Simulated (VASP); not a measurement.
# ZnO (zincite) (P6_3mc) in VASP: a series of runs

The runs below take ZnO (zincite) through relaxation of shape and atoms at fixed volume, with LDA.

Everything below comes from runs of VASP 6.6.1. Logs are shortened: lines on timing, memory, paths and dates and some standing lists are left out, and cuts for length are marked.

## 1. The undisturbed crystal

Symmetry: P6_3mc, No. 186, hexagonal system. Conventional cell: a = 3.249 Å, b = 3.249 Å, c = 5.206 Å, α = 90.00°, β = 90.00°, γ = 120.00°. Zn (site symmetry 3m) is surrounded by 4 O at 1.97 to 1.98 Å. Around O (site symmetry 3m) lie 4 Zn at 1.97 to 1.98 Å.

## 2. Relaxation of shape and atoms at fixed volume, LDA (a relaxed cell with its volume scaled by 1.02)

INCAR

```
SYSTEM = ZnO
ALGO = Normal
EDIFF = 1E-7
EDIFFG = -0.01
ENCUT = 600
GGA = CA
IBRION = 2
ISIF = 4
ISMEAR = 0
LASPH = .True.
LCHARG = .False.
LREAL = .False.
LWAVE = .False.
NELM = 80
NSW = 40
PREC = Accurate
SIGMA = 0.03
```

KPOINTS

```
k-points
0
Gamma
  9 9 5
  0 0 0
```

POSCAR

```
ZnO                                     
1.0
    3.2150886105      0.0000000000      0.0000000000
   -1.6075443053      2.7843484121      0.0000000000
    0.0000000000      0.0000000000      5.1978326647
  Zn              O             
     2     2
Direct
     0.3333333332999970    0.6666666667000030    0.5003505567281650
     0.6666666667000030    0.3333333332999970    0.0003505567281650
     0.6666666667000030    0.3333333332999970    0.3786594432718360
     0.3333333332999970    0.6666666667000030    0.8786594432718360
```

Potentials or basis: VASP PAW LDA potentials, release 64 (Zn, O).

Command:

```console
cat potpaw_LDA.64/Zn/POTCAR potpaw_LDA.64/O/POTCAR > POTCAR
mpirun -np 1 vasp_std > vasp.out
```

OUTCAR:

```text
SYSTEM = ZnO
   EDIFF = 1E-7
   EDIFFG = -0.01
   ENCUT = 600
   GGA = CA
   IBRION = 2
   ISIF = 4
   ISMEAR = 0
   LASPH = .True.
   LREAL = .False.
   NELM = 80
   NSW = 40
   PREC = Accurate

 ion  position               nearest neighbor table
   1  0.333  0.667  0.500-   3 1.96   3 1.96   3 1.96   4 1.97
   2  0.667  0.333  0.000-   4 1.96   4 1.96   4 1.96   3 1.97
   3  0.667  0.333  0.379-   1 1.96   1 1.96   1 1.96   2 1.97
   4  0.333  0.667  0.879-   2 1.96   2 1.96   2 1.96   1 1.97

  LATTYP: Found a hexagonal cell.
 ALAT       =     3.2150886105
 C/A-ratio  =     1.6166996604

  Lattice vectors:

 A1 = (   3.2150886105,   0.0000000000,   0.0000000000)
 A2 = (  -1.6075443053,   2.7843484121,   0.0000000000)
 A3 = (   0.0000000000,   0.0000000000,   5.1978326647)

Analysis of symmetry for initial positions (statically):
=====================================================================
 Subroutine PRICEL returns:
 Original cell was already a primitive cell.

 Routine SETGRP: Setting up the symmetry group for a
 hexagonal supercell.

 Subroutine GETGRP returns: Found 12 space group operations
 (whereof  6 operations were pure point group operations)
 out of a pool of 24 trial point group operations.

The static configuration has the point symmetry C_3v.
 The point group associated with its full space group is C_6v.

Analysis of symmetry for dynamics (positions and initial velocities):
=====================================================================
 Subroutine PRICEL returns:
 Original cell was already a primitive cell.

 Routine SETGRP: Setting up the symmetry group for a
 hexagonal supercell.

 Subroutine GETGRP returns: Found 12 space group operations
 (whereof  6 operations were pure point group operations)
 out of a pool of 24 trial point group operations.

The dynamic configuration has the point symmetry C_3v.
 The point group associated with its full space group is C_6v.

 Subroutine INISYM returns: Found 12 space group operations
 (whereof  6 operations are pure point group operations),
 and found     1 'primitive' translations

----------------------------------------------------------------------------------------

                                     Primitive cell

  volume of cell :      46.5306

  direct lattice vectors                    reciprocal lattice vectors
     3.215088611  0.000000000  0.000000000     0.311033418  0.179575228  0.000000000
    -1.607544305  2.784348412  0.000000000     0.000000000  0.359150455  0.000000000
     0.000000000  0.000000000  5.197832665     0.000000000  0.000000000  0.192387879

  length of vectors
     3.215088611  3.215088611  5.197832665     0.359150455  0.359150455  0.192387879

  position of ions in fractional coordinates (direct lattice)
     0.333333333  0.666666667  0.500350557
     0.666666667  0.333333333  0.000350557
     0.666666667  0.333333333  0.378659443
     0.333333333  0.666666667  0.878659443

  ion indices of the primitive-cell ions
   primitive index   ion index
                 1           1
                 2           2
                 3           3
                 4           4

----------------------------------------------------------------------------------------

 KPOINTS: k-points

Automatic generation of k-mesh.
 Grid dimensions read from file:
 generate k-points for:    9    9    5

 Generating k-lattice:

  Cartesian coordinates                     Fractional coordinates (reciprocal lattice)
     0.034559269  0.019952803  0.000000000     0.111111111  0.000000000  0.000000000
     0.000000000  0.039905606  0.000000000     0.000000000  0.111111111  0.000000000
     0.000000000  0.000000000  0.038477576     0.000000000  0.000000000  0.200000000

  Length of vectors
     0.039905606  0.039905606  0.038477576

  Shift w.r.t. Gamma in fractional coordinates (k-lattice)
     0.000000000  0.000000000  0.000000000

 Subroutine IBZKPT returns following result:
 ===========================================

 Found     36 irreducible k-points:

 Following reciprocal coordinates:
            Coordinates               Weight
  0.000000  0.000000  0.000000      1.000000
  0.111111 -0.000000  0.000000      6.000000
  0.222222  0.000000  0.000000      6.000000
  0.333333 -0.000000  0.000000      6.000000
  0.444444  0.000000  0.000000      6.000000
  0.111111  0.111111  0.000000      6.000000
[... 16 lines left out ...]
  0.333333  0.222222  0.200000     24.000000
  0.333333  0.333333  0.200000      4.000000
 [... further k-points ...]
   k-points           NKPTS =     36   k-points in BZ     NKDIM =     36   number of bands    NBANDS=     22
   number of dos      NEDOS =    301   number of ions     NIONS =      4
   total plane-waves  NPLWV =  32928
   dimension x,y,z NGX =    28 NGY =   28 NGZ =   42
   dimension x,y,z NGXF=    56 NGYF=   56 NGZF=   84
   ions per type =               2   2
   NGX,Y,Z   is equivalent  to a cutoff of  14.48, 14.48, 13.43 a.u.
   NGXF,Y,Z  is equivalent  to a cutoff of  28.96, 28.96, 26.87 a.u.
 SYSTEM =  ZnO
   PREC   = accura    normal or accurate (medium, high low for compatibility)
   ISTART =      0    job   : 0-new  1-cont  2-samecut
   ICHARG =      2    charge: 1-file 2-atom 10-const
   ISPIN  =      1    spin polarized calculation?
   LNONCOLLINEAR =      F non collinear calculations
   LSORBIT =      F    spin-orbit coupling
   LASPH  =      T    aspherical Exc in radial PAW
   ENCUT  =  600.0 eV  44.10 Ry    6.64 a.u.   6.42  6.42 10.38*2*pi/ulx,y,z
   NELM   =     80;   NELMIN=  2; NELMDL= -5     # of ELM steps
   EDIFF  = 0.1E-06   stopping-criterion for ELM
   LREAL  =      F    real-space projection
   EDIFFG = -.1E-01   stopping-criterion for IOM
   NSW    =     40    number of steps for IOM
   IBRION =      2    ionic relax: 0-MD 1-quasi-New 2-CG
   NFREE  =      1    steps in history (QN), initial steepest desc. (CG)
   ISIF   =      4    stress and relaxation
   ISYM   =      2    0-nonsym 1-usesym 2-fastsym
   POTIM  = 0.5000    time-step for ionic-motion
   TEBEG  =    0.0;   TEEND  =   0.0 temperature during run
   PSTRESS=    0.0 pullay stress
   NELECT =      36.0000    total number of electrons
   NUPDOWN=      -1.0000    fix difference up-down
   EMIN   =  10.00;   EMAX   =-10.00  energy-range for DOS
   EFERMI =   0.00;   METHOD = LEGACY
   ISMEAR =     0;   SIGMA  =   0.03  broadening in eV -4-tet -1-fermi 0-gaus
   EFERMI_NEDOS =   21; number of points for ismear=-14 and -15
   IALGO  =     38    algorithm
   IMIX   =      4    mixing-type and parameters
     AMIX     =   0.40;   BMIX     =  1.00
     AMIX_MAG =   1.60;   BMIX_MAG =  1.00
  volume/ion in A,a.u.               =      11.63        78.50
  Fermi-wavevector in a.u.,A,eV,Ry     =   1.502898  2.840065 30.731496  2.258701
  Thomas-Fermi vector in A             =   2.614078
   LORBIT       =      0    0 simple, 1 ext, 2 COOP (PROOUT), +10 PAW based schemes
   GGA     = CA    functional components
   LHFCALC =     F    Hartree Fock is set to
   AEXX    =    0.0000 exact exchange contribution
   IVDW    =     0    specifies the selected vdW correction
   LEPSILON=     F    determine dielectric tensor
   LRPA    =     F    only Hartree local field effects (RPA)
 conjugate gradient relaxation of ions
 non-spin polarized calculation
 Gauss-broadening in eV      SIGMA  =   0.03
  energy-cutoff  :      600.00
  volume of cell :       46.53
 maximum number of plane-waves:      1570
 NGX is ok and might be reduce to    28
   NGX = 13   NGY = 13   NGZ = 21

 number of electron      36.0000004 magnetization

 Free energy of the ion-electron system (eV)
  ---------------------------------------------------
  ext. energy  EPLUGINS =         0.00000000
  ---------------------------------------------------
  free energy    TOTEN  =       -21.15641142 eV

  energy without entropy =      -21.15641142  energy(sigma->0) =      -21.15641142

 E-fermi :   1.2408     XC(G=0): -11.5844

 val. band max:        1.0946976915   @ k =   0.0000   0.0000   0.0000
 cond. band min:       1.8626493384   @ k =   0.0000   0.0000   0.0000
 fundamental gap:      0.7679516469
 Fermi energy:         1.2408449427

 k-point     1 :       0.0000    0.0000    0.0000
  band No.  band energies     occupation
      1     -16.9019      2.00000
      2     -16.1027      2.00000
      3      -4.8143      2.00000
      4      -4.7951      2.00000
      5      -4.7951      2.00000
      6      -4.7617      2.00000
[... 14 lines left out ...]
     21       9.2102      0.00000
     22      13.9291      0.00000

 k-point     2 :       0.1111   -0.0000    0.0000
  band No.  band energies     occupation
      1     -16.8270      2.00000
      2     -16.0691      2.00000
      3      -4.8831      2.00000
      4      -4.7551      2.00000
      5      -4.7206      2.00000
      6      -4.7078      2.00000
[... 14 lines left out ...]
     21       9.1991      0.00000
     22      12.7277      0.00000

 k-point     3 :       0.2222    0.0000    0.0000
  band No.  band energies     occupation
      1     -16.6268      2.00000
      2     -15.9882      2.00000
      3      -5.0480      2.00000
      4      -4.7083      2.00000
      5      -4.6617      2.00000
      6      -4.5687      2.00000
[... 14 lines left out ...]
     21       9.1443      0.00000
     22      11.0186      0.00000

 k-point     4 :       0.3333   -0.0000    0.0000
  band No.  band energies     occupation
      1     -16.3715      2.00000
      2     -15.9123      2.00000
      3      -5.1431      2.00000
      4      -4.7685      2.00000
      5      -4.5782      2.00000
      6      -4.3852      2.00000
[... 14 lines left out ...]
     21       8.9231      0.00000
     22       9.8642      0.00000

 k-point     5 :       0.4444    0.0000    0.0000
  band No.  band energies     occupation
      1     -16.1700      2.00000
      2     -15.8903      2.00000
      3      -5.0915      2.00000
      4      -4.8553      2.00000
      5      -4.5402      2.00000
      6      -4.1974      2.00000
[... 14 lines left out ...]
     21       8.5395      0.00000
     22       9.6407      0.00000

 k-point     6 :       0.1111    0.1111    0.0000
  band No.  band energies     occupation
      1     -16.6893      2.00000
      2     -16.0118      2.00000
      3      -4.9676      2.00000
      4      -4.7735      2.00000
      5      -4.6570      2.00000
      6      -4.6114      2.00000
[... 14 lines left out ...]
     21       9.1831      0.00000
     22      11.5423      0.00000

 k-point     7 :       0.2222    0.1111    0.0000
  band No.  band energies     occupation
      1     -16.4603      2.00000
      2     -15.9339      2.00000
      3      -5.0597      2.00000
      4      -4.7697      2.00000
      5      -4.6086      2.00000
      6      -4.4792      2.00000
[... 324 lines left out ...]
      6      -4.3446      2.00000
[... 14 lines left out ...]
     21       9.3121      0.00000
     22       9.7495      0.00000

 k-point    21 :       0.4444    0.1111    0.2000
  band No.  band energies     occupation
      1     -16.0852      2.00000
      2     -15.9099      2.00000
      3      -5.0681      2.00000
      4      -4.9135      2.00000
      5      -4.5327      2.00000
      6      -4.2429      2.00000
[... 14 lines left out ...]
     21       8.8782      0.00000
     22       9.7240      0.00000

 k-point    22 :       0.2222    0.2222    0.2000
  band No.  band energies     occupation
      1     -16.2113      2.00000
      2     -15.9213      2.00000
      3      -4.9907      2.00000
      4      -4.9027      2.00000
      5      -4.5012      2.00000
      6      -4.4696      2.00000
[... 14 lines left out ...]
     21       9.7704      0.00000
     22       9.8142      0.00000

 k-point    23 :       0.3333    0.2222    0.2000
  band No.  band energies     occupation
      1     -16.0512      2.00000
      2     -15.9086      2.00000
      3      -4.9160      2.00000
      4      -4.7394      2.00000
      5      -4.5485      2.00000
      6      -4.3363      2.00000
[... 14 lines left out ...]
     21       9.1607      0.00000
     22       9.7188      0.00000

 k-point    24 :       0.3333    0.3333    0.2000
  band No.  band energies     occupation
      1     -15.9505      2.00000
      2     -15.9505      2.00000
      3      -4.8248      2.00000
      4      -4.5924      2.00000
      5      -4.5924      2.00000
      6      -4.2527      2.00000
[... 14 lines left out ...]
     21       8.8660      0.00000
     22       9.1225      0.00000

 [... further k-points ...]

------------------------ aborting loop because EDIFF is reached ----------------------------------------

  FORCE on cell =-STRESS in cart. coord.  units (eV):
  Direction    XX          YY          ZZ          XY          YZ          ZX
  --------------------------------------------------------------------------------------
  -------------------------------------------------------------------------------------
  Total       -0.8942892     -0.8942892     -0.8760047      0.0000000      0.0000000     -0.0000000
  in kB      -30.7928396    -30.7928396    -30.1632552      0.0000000      0.0000000     -0.0000000
  external PRESSURE =     -30.5829781 kB  Pullay stress =       0.0000000 kB

 VOLUME and BASIS-vectors are now :
 -----------------------------------------------------------------------------
  energy-cutoff  :      600.00
  volume of cell :       46.53
      direct lattice vectors                 reciprocal lattice vectors
     3.215088611  0.000000000  0.000000000     0.311033418  0.179575228  0.000000000
    -1.607544305  2.784348412  0.000000000     0.000000000  0.359150455  0.000000000
     0.000000000  0.000000000  5.197832665     0.000000000  0.000000000  0.192387879

 POSITION                                       TOTAL-FORCE (eV/Angst)
 -----------------------------------------------------------------------------------
     -0.00000      1.85623      2.60074        -0.000000     -0.000000     -0.004932
      1.60754      0.92812      0.00182        -0.000000      0.000000     -0.004932
      1.60754      0.92812      1.96821         0.000000     -0.000000      0.004932
     -0.00000      1.85623      4.56712         0.000000      0.000000      0.004932
 -----------------------------------------------------------------------------------
    total drift:                               -0.000000     -0.000000     -0.000905

  FREE ENERGIE OF THE ION-ELECTRON SYSTEM (eV)
  ---------------------------------------------------
  free  energy   TOTEN  =       -21.1564114171 eV

  energy  without entropy=      -21.1564114171  energy(sigma->0) =      -21.15641142

 reached required accuracy - stopping structural energy minimisation
```

Run time: 30 s. Hardware: 1 thread of Intel Xeon Platinum 8488C (Sapphire Rapids), shared host; peak memory 0.17 GiB.

What came out:

```yaml
Free_energy: -21.1564 eV
Pressure_after_relaxing: -3.1 GPa
Largest_force_after_relaxing: 0.005 eV/Å
Band_gap_on_the_k_mesh: 0.77 eV, direct
```

Forces on the atoms (eV/Å):
```
Zn   0.000  0.000 -0.005
Zn   0.000  0.000 -0.005
O    0.000  0.000  0.005
O    0.000  0.000  0.005
```

Final structure:
```
CELL_PARAMETERS angstrom
3.21509 0.00000 0.00000
-1.60754 2.78435 0.00000
0.00000 0.00000 5.19783
ATOMIC_POSITIONS crystal
Zn 0.33333 0.66667 0.50035
Zn 0.66667 0.33333 0.00035
O 0.66667 0.33333 0.37866
O 0.33333 0.66667 0.87866
```

Caveat: the relaxation stopped at its first step, so nothing moved.

## 3. Relaxation of shape and atoms at fixed volume, LDA (a relaxed cell with its volume scaled by 1.04)

INCAR is that of step 2.

KPOINTS is that of step 2.

Changes to POSCAR since step 2:

```diff
@@ -2,5 +2,5 @@
 1.0
-    3.2150886105      0.0000000000      0.0000000000
-   -1.6075443053      2.7843484121      0.0000000000
-    0.0000000000      0.0000000000      5.1978326647
+    3.2359663943      0.0000000000      0.0000000000
+   -1.6179831972      2.8024291032      0.0000000000
+    0.0000000000      0.0000000000      5.2315857706
   Zn              O
```

Potentials or basis: VASP PAW LDA potentials, release 64 (Zn, O).

Command:

```console
cat potpaw_LDA.64/Zn/POTCAR potpaw_LDA.64/O/POTCAR > POTCAR
mpirun -np 1 vasp_std > vasp.out
```

OUTCAR:

```text
SYSTEM = ZnO
   EDIFF = 1E-7
   EDIFFG = -0.01
   ENCUT = 600
   GGA = CA
   IBRION = 2
   ISIF = 4
   ISMEAR = 0
   LASPH = .True.
   LREAL = .False.
   NELM = 80
   NSW = 40
   PREC = Accurate

 ion  position               nearest neighbor table
   1  0.333  0.667  0.500-   3 1.97   3 1.97   3 1.97   4 1.98
   2  0.667  0.333  0.000-   4 1.97   4 1.97   4 1.97   3 1.98
   3  0.667  0.333  0.379-   1 1.97   1 1.97   1 1.97   2 1.98
[... 807 lines left out ...]
  Direction    XX          YY          ZZ          XY          YZ          ZX
  --------------------------------------------------------------------------------------
  -------------------------------------------------------------------------------------
  Total       -1.7303956     -1.7303956     -1.7127219      0.0000000      0.0000000      0.0000000
  in kB      -58.4364748    -58.4364748    -57.8396225      0.0000000      0.0000000      0.0000000
  external PRESSURE =     -58.2375241 kB  Pullay stress =       0.0000000 kB

 VOLUME and BASIS-vectors are now :
 -----------------------------------------------------------------------------
  energy-cutoff  :      600.00
  volume of cell :       47.44
      direct lattice vectors                 reciprocal lattice vectors
     3.235966394  0.000000000  0.000000000     0.309026695  0.178416646  0.000000000
    -1.617983197  2.802429103  0.000000000     0.000000000  0.356833291  0.000000000
     0.000000000  0.000000000  5.231585771     0.000000000  0.000000000  0.191146632

 POSITION                                       TOTAL-FORCE (eV/Angst)
 -----------------------------------------------------------------------------------
     -0.00000      1.86829      2.61763        -0.000000     -0.000000     -0.006107
      1.61798      0.93414      0.00183         0.000000     -0.000000     -0.006107
      1.61798      0.93414      1.98099        -0.000000      0.000000      0.006107
     -0.00000      1.86829      4.59678         0.000000     -0.000000      0.006107
 -----------------------------------------------------------------------------------
    total drift:                                0.000000      0.000000     -0.000866

  FREE ENERGIE OF THE ION-ELECTRON SYSTEM (eV)
  ---------------------------------------------------
  free  energy   TOTEN  =       -21.1329895539 eV

  energy  without entropy=      -21.1329895539  energy(sigma->0) =      -21.13298955

 reached required accuracy - stopping structural energy minimisation
```

Wall time 26 s (1 thread of Intel Xeon Platinum 8488C (Sapphire Rapids), shared host); peak memory 0.17 GiB.

What came out:

* Free energy: -21.1330 eV
* Pressure after relaxing: -5.8 GPa
* Largest force after relaxing: 0.006 eV/Å
* Band gap on the k mesh: 0.74 eV, direct

Forces on the atoms (eV/Å):
```
Zn   0.000  0.000 -0.006
Zn   0.000  0.000 -0.006
O    0.000  0.000  0.006
O    0.000  0.000  0.006
```

Final structure:
```xyz
4
Lattice="3.2360 0.0000 0.0000 -1.6180 2.8024 0.0000 0.0000 0.0000 5.2316" Properties=species:S:1:pos:R:3 pbc="T T T"
Zn    0.0000    1.8683    2.6176
Zn    1.6180    0.9341    0.0018
O     1.6180    0.9341    1.9810
O     0.0000    1.8683    4.5968
```

Caveat: the relaxation stopped at its first step, so nothing moved.
